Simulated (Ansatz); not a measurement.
# BAs (F-43m): relaxing the cell for a phonon run

Task: relax BAs (F-43m) tightly.

Calculated with Ansatz 0.2.0; DFT LDA, scalar-relativistic, plane waves, PAW; PAW set soft_1.

**Measured values to reproduce.**

For BAs, zinc blende (CVT-grown single crystal, 100 K), “Thermal expansion coefficients of high thermal conducting BAs and BP materials” (2019, arxiv:1906.04101) gives, by single-crystal XRD (Mo K-alpha): lattice constant a (cubic a at 100 K) 4.7741 ± 0.0015 Å.

For BAs, zinc blende (CVT-grown opaque bulk crystals, 300 K), “Optical properties of cubic boron arsenide” (2019, arxiv:1911.04914) gives, by spectroscopic ellipsometry: band gap (direct gap from square of absorption coefficient, average of two …) about 4.12 eV [Extrapolated from square of absorption coefficient from ellipsometry; average of two …].

Most raw output is cut from this account.

**1. The structure**

Symmetry: F-43m, No. 216, cubic system. Conventional cell: a = 4.777 Å, b = 4.777 Å, c = 4.777 Å, α = 90.00°, β = 90.00°, γ = 90.00°. B has 4 As at 2.07 Å nearest. Nearest to As lie 4 B at 2.07 Å. Farther neighbours are not listed.

Structure file:

```cif
data_structure
_symmetry_space_group_name_H-M 'P 1'
_symmetry_Int_Tables_number 1
_cell_length_a 3.3778
_cell_length_b 3.3778
_cell_length_c 3.3778
_cell_angle_alpha 60.000
_cell_angle_beta 60.000
_cell_angle_gamma 60.000
_cell_volume 27.25
loop_
_atom_site_label
_atom_site_type_symbol
_atom_site_fract_x
_atom_site_fract_y
_atom_site_fract_z
_atom_site_occupancy
B1 B 0.00000 0.00000 0.00000 1
As2 As 0.25000 0.25000 0.25000 1
```

**2. Probe on a coarse mesh**

A quick single point on a coarse mesh tells whether the cell has a gap and how far it is from rest, which sets the k mesh and smearing that follow.

Input file input.yaml:

```yaml
crystal:
  lattice:
    - [0.0, 2.3885, 2.3885]
    - [2.3885, 0.0, 2.3885]
    - [2.3885, 2.3885, 0.0]
  atoms:
    - { symbol: B, position: [0.0, 0.0, 0.0] }
    - { symbol: As, position: [0.25, 0.25, 0.25] }
kpoints:
  mp_grid: { grid: [6, 6, 6] }
hamiltonian:
  xc: lda
  pseudopotentials: { kind: paw, azcp: { folder: soft_1 }, xc_functional: pbe }
scf:
  occupations: { method: gaussian, width: 0.1 }
output:
  forces: true
  stress: true
  eigenvalues: true
```

The run is started by

```bash
$ ansatz run input.yaml --threads 4 --pin off --max-ram 10240MiB --backend cpu --events-out ev --progress --plain --runs-dir out
```

Elapsed: 1.2 s, on 4 threads of Arm Neoverse V2, shared host; peak memory 0.36 GiB; 1.8 s of CPU time.

A gap read on the k-mesh alone can miss the band edges.

This step gave:

- pressure: -3.930 GPa
- gap on the k-mesh: 1.228 eV
- volume per atom: 13.63 Å³
- direct gap on mesh: 3.250 eV

The coarse mesh shows a gap of 1.23 eV and a pressure of -3.9 GPa.

**3. Bringing the structure to rest**

Harmonic phonons are second derivatives at a point where the forces vanish, and they are wanted at zero stress, so atoms and cell are relaxed first.

input.yaml, the sections that differ from step 2:

```yaml
kpoints:
  mp_grid: { grid: [10, 10, 10] }
scf:
  occupations: { method: gaussian, width: 0.02 }
output:
  forces: true
  stress: true
  eigenvalues: true
  write_density: true
  write_potential: true
  elf: true
  volumetric_format: npy
relax:
  adjacent_minimum: "off"
  f_tol: 0.005
  max_steps: 80
  cell: { stress_tol: 0.05 }
# crystal, hamiltonian: as in step 2
```

Wall time 2.8 s (4 threads); peak memory 0.42 GiB.

Step by step:

```csv
step,energy less that of the first step (eV),largest force component (eV/Å),pressure (GPa),volume (Å³)
1,0.0000,0.0000,-3.96,27.25
2,-0.0093,0.0000,-1.10,26.69
3,-0.0101,0.0000,0.05,26.48
4*,-0.0097,0.0000,0.03,26.48
```

Relaxation steps marked * repeat the geometry before them on a plane-wave basis chosen anew for their cell, so energy and pressure can jump there.

The run keeps the 24 symmetry operations that it works with, so distortions that break them were not tested.

```csv
"conventional cell, symmetrised",before,after,change
a (Å),4.777,4.731,-1.0 %
b (Å),4.777,4.731,-1.0 %
c (Å),4.777,4.731,-1.0 %
volume (Å³/atom),13.63,13.24,-2.8 %
```

The relaxed structure:

```cif
data_structure
_symmetry_space_group_name_H-M 'P 1'
_symmetry_Int_Tables_number 1
_cell_length_a 3.3456
_cell_length_b 3.3456
_cell_length_c 3.3456
_cell_angle_alpha 60.000
_cell_angle_beta 60.000
_cell_angle_gamma 60.000
_cell_volume 26.48
loop_
_atom_site_label
_atom_site_type_symbol
_atom_site_fract_x
_atom_site_fract_y
_atom_site_fract_z
_atom_site_occupancy
B1 B 0.00000 0.00000 0.00000 1
As2 As 0.25000 0.25000 0.25000 1
```

Numbers from this step:

* pressure: 0.03048 GPa
* gap on the k-mesh: 1.105 eV
* volume per atom: 13.24 Å³
* direct gap on mesh: 3.290 eV

ELF in the ac plane of a cell with a along [110], b along [-110] and c along [001] of the cube at fractional y = 0.000, with atoms of B and As within 0.2 Å of it. It is the smooth field of the valence electrons, not physical close to the nuclei.

Ten even steps from '_' (0.02) to '@' (0.86), each cell a mean:
```
..**@@%%****%%@@**..--@@@@##**##@@@@--
**@@@@##====##@@@@**##@@@@**==**@@@@##
**%%%%==....++%%%%**##%%##::__::##%%##
--++**==....==**++--==**++::__::++**==
..--++++====++++--....==++++==++++==..
__..--++****++--..____::==******==::__
____..--====--..________::--==--::____
________....______________......______
....____________......______________..
==--..________..--====::__________::==
**++--..____..--++****==::______::==**
--====--....--====--==++==::..::==++==
__--##**====**##--__..++##++==++##++..
```
Columns run along a (6.7 Å), rows up along c (4.7 Å), edges of the conventional cell, whose origin can differ from the input's. Atoms in or near the plane, at fractional coordinates: B at (0.50, 0.00), B at (0.00, 0.00), As at (0.75, 0.75), As at (0.25, 0.75).

Electrostatic potential energy in the ac plane of a cell with a along [110], b along [-110] and c along [001] of the cube at fractional y = 0.000, with atoms of B and As within 0.2 Å of it. With pseudopotentials it is smooth inside the atoms' cores, unlike the true potential.

Ten even steps from '_' (-31 eV) to '@' (24 eV), each cell a mean:
```
__::****++++****::____==**++++++**==__
==++++==****==++++====**==++**++==**==
####==**@@@@**==######**==%%@@%%==**##
####==**@@@@**==######**==%%@@%%==**##
####++==****==++######**==++**++==####
%%####**++++**####%%%%##**++++++**##%%
%%%%############%%%%%%%%##########%%%%
%%%%%%%%%%%%%%%%%%%%%%%%%%%%%%%%%%%%%%
##%%%%%%%%%%%%%%%%##%%%%%%%%%%%%%%%%%%
####%%%%%%%%%%%%########%%%%%%%%%%####
**####%%%%%%%%####****####%%%%%%####**
..==####%%%%####==..::++##%%%%%%##++::
__..**########**..____--##########--__
```
Columns run along a (6.7 Å; values clipped at the 3rd and 97th percentile), rows up along c (4.7 Å), edges of the conventional cell, whose origin can differ from the input's. Atoms in or near the plane, at fractional coordinates: B at (0.50, 0.00), B at (0.00, 0.00), As at (0.75, 0.75), As at (0.25, 0.75).

Valence density in the ac plane of a cell with a along [110], b along [-110] and c along [001] of the cube at fractional y = 0.000, with atoms of B and As within 0.2 Å of it. It is the smooth field of the valence electrons, not physical close to the nuclei.

Ten steps, logarithmic in the rise over the least value, from '0' (0 e/Å³) to '9' (29 e/Å³), each cell a mean:
```
2222222222222222222
2223553222223464222
1126996211123898321
0126996210113898311
0013653100012464210
0001221000001222100
0000110000000010000
0000000000000000000
0000000000000000000
1000000001100000001
1100000011110000011
2210000122211000112
1211111121221111122
```
Columns run along a (6.7 Å), rows up along c (4.7 Å), edges of the conventional cell, whose origin can differ from the input's. Atoms in or near the plane, at fractional coordinates: B at (0.50, 0.00), B at (0.00, 0.00), As at (0.75, 0.75), As at (0.25, 0.75).

In this step the volume went from 13.63 to 13.24 Å³/atom.

**4. Tight relaxation**

Phonons need a cell at rest on their own settings, so the relaxation is repeated with tight tolerances on forces and stress on the k mesh and occupations of the first response run.

Input file input.yaml:

```yaml
crystal:
  lattice:
    - [0.0, 2.3657126916, 2.3657126916]
    - [2.3657126916, 0.0, 2.3657126916]
    - [2.3657126916, 2.3657126916, 0.0]
  atoms:
    - { symbol: B, position: [0.0, 0.0, 0.0] }
    - { symbol: As, position: [0.25, 0.25, 0.25] }
kpoints:
  mp_grid: { grid: [12, 12, 12] }
hamiltonian:
  xc: lda
  pseudopotentials: { kind: paw, azcp: { folder: soft_1 }, xc_functional: pbe }
scf:
  occupations: { method: fixed }
output:
  forces: true
  stress: true
  eigenvalues: true
relax:
  adjacent_minimum: "off"
  f_tol: 0.001
  max_steps: 60
  cell: { stress_tol: 0.01 }
```

Elapsed: 2.6 s, on 4 threads; peak memory 0.41 GiB.

Little changed from the start: no atom moved by 0.005 Å and no cell edge by 0.1 %.

This step gave:

| Item | Value |
| --- | --- |
| pressure | 0.009108 GPa |
| gap on the k-mesh | 1.111 eV |

The forces vanish by symmetry and the pressure is 0.009 GPa, within the tolerances set. The cell now holds 13.24 Å³/atom.

**5. What came out**

| Item | Value |
| --- | --- |
| space group after relaxation (within 0.01 Å) | F-43m |
| lattice constant a | 4.732 Å |
| lattice constant b | 4.732 Å |
| lattice constant c | 4.732 Å |
| volume per atom | 13.2 Å³ |
| gap on the k-mesh | 1.11 eV |

The forces vanish by symmetry and the pressure is 0.009 GPa, within the tolerances set. The cell now holds 13.24 Å³/atom. The relaxation keeps the symmetry of its start, so it says nothing on stability against lower symmetry. The PAW files were made for PBE and serve the other functionals too.

Calculation against experiment:

```
                  quantity  measured  LDA, PAW; PAW set soft_1
    lattice constant a (Å)    4.7741            4.732 (-0.9 %)
band gap (direct gap) (eV)      4.12           3.29 (-0.83 eV)
```

Measured values from arxiv:1906.04101 (2019) and arxiv:1911.04914 (2019).

Verdict: The lattice constant a is off by -0.9 %: fair agreement. The band gap is off by -0.83 eV: a clear miss. Local and semilocal functionals usually give gaps below the measured ones. An optical gap can lie under the band gap by the exciton's binding. Zero-point and thermal motion shift the measured gap. The grades are ours: good and fair within 0.7 and 1.5 % for the lattice constant a. For lattice constants the calculation has a static lattice, without zero-point motion or thermal expansion (measured at up to 100 K).

[Logs are printed without paths, hosts, clocks, repeated set-up lines and the standing remarks that a program may print on its own settings, such as how far it seeks lower states.]

[Hosts, paths, dates, database ids (printed as entryN), source tags and the programs' standing remarks are cut or masked in the printed files.]
